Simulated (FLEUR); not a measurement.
# Sn: band structure with PBEsol

Crystal: Sn.

```
CELL_PARAMETERS angstrom
-1.89465 1.89465 1.89465
1.89465 -1.89465 1.89465
1.89465 1.89465 -1.89465
ATOMIC_POSITIONS crystal
Sn 0.00000 0.00000 0.00000
```

This isn't the form of Sn at room conditions, which is tetragonal (white tin).

- Program: FLEUR MaX-R8.1 (later development tree)
- Task: band structure
- Functional: PBEsol
- Potentials or basis: all-electron
- Basis: FLAPW
- Kmax: 4.1 1/bohr
- k mesh: 8 × 8 × 8
- Occupations: fermi-dirac, width 0.05 eV
- Spin: spin-orbit coupling, no magnetisation
- Gmax: 12.7 1/bohr
- Muffin-tin radii: Sn 2.66 bohr
- lmax: Sn 10
- lnonsphr: Sn 10
- Local orbitals a species: Sn 5
- Max iterations: 60
- Mixing factor: 0.05
- Mixer: Anderson
- Mixer history: 15
- Density convergence: 1e-05 me/bohr^3

The band gap along the path is none (metal or under the smearing width) and the valence electrons inside the program's atomic spheres are Sn 20.18 (radii Sn 2.66 bohr).

Levels at the corners of the path, in eV from the Fermi level:
```csv
point,band 20,band 21,band 22,band 23,band 24,band 25
Γ,-10.99,7.31,7.31,8.42,8.42,8.42
H,-2.40,-0.75,-0.75,-0.19,-0.19,-0.19
N,-6.32,-4.33,-4.33,3.67,3.67,5.56
Γ,-10.99,7.31,7.31,8.42,8.42,8.42
P,-5.06,-1.61,-1.61,-1.22,-1.22,-1.22
H,-2.40,-0.75,-0.75,-0.19,-0.19,-0.19
P,-5.06,-1.61,-1.61,-1.22,-1.22,-1.22
N,-6.32,-4.33,-4.33,3.67,3.67,5.56
```

Core levels (eV from the Fermi level):
| atom | levels |
| --- | --- |
| 1 Sn | 1s1/2 -28976.0, 2s1/2 -4369.6, 2p1/2 -4081.9, 2p3/2 -3851.4, 3s1/2 -839.4, 3p1/2 -722.6, 3p3/2 -680.5, 3d3/2 -473.7, 3d5/2 -465.0 |

It took 7.2 min on 1 thread of Arm Neoverse V2, with other jobs on the host, peak memory 0.25 GiB.
